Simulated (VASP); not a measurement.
A run of VASP 6.6.1 is set up as follows.

Contents of INCAR:

```
SYSTEM = BeTe
ALGO     = Normal         ! electronic algorithm
EDIFF    = 1E-8           ! SCF threshold, eV
ENCUT    = 600            ! plane-wave cutoff, eV
GGA      = PE             ! functional
IBRION   = 6              ! ionic algorithm
ISIF     = 3              ! what is computed and relaxed
ISMEAR   = 0              ! smearing method
LASPH    = .TRUE.         ! aspherical terms in the spheres
LCHARG   = .FALSE.        ! write CHGCAR
LREAL    = .FALSE.        ! projectors in reciprocal space
LWAVE    = .FALSE.        ! write WAVECAR
NBANDS   = 11             ! bands
NELM     = 100            ! most SCF steps
NFREE    = 2            
NSW      = 1              ! ionic steps
POTIM    = 0.015          ! step
PREC     = Accurate       ! precision mode
SIGMA    = 0.01           ! smearing width, eV
```

File KPOINTS:

```
k-points
0
G
  8 8 8
  0 0 0
```

The input POSCAR:

```
BeTe
1.0
    0.0000000000      2.8318743950      2.8318743950
    2.8318743950      0.0000000000      2.8318743950
    2.8318743950      2.8318743950      0.0000000000
Be Te
1 1
Direct
    0.0000000000      0.0000000000      0.0000000000
    0.2500000000      0.2500000000      0.2500000000
```

Potentials or basis: VASP PAW PBE potentials, release 64 (Be, Te).

The run is started by

```bash
$ cat potpaw_PBE.64/Be/POTCAR potpaw_PBE.64/Te/POTCAR > POTCAR
$ mpirun -np 1 vasp_std > vasp.out
```

(1) What does it give for the elastic constants C11, C12, C44?

(2) Predict the Voigt bulk modulus.

(3) Estimate the highest phonon frequency at Γ, LO-TO splitting left out.

Results:

(1) 97, 37, 49 GPa.

(2) 57 GPa.

(3) 457 cm⁻¹.
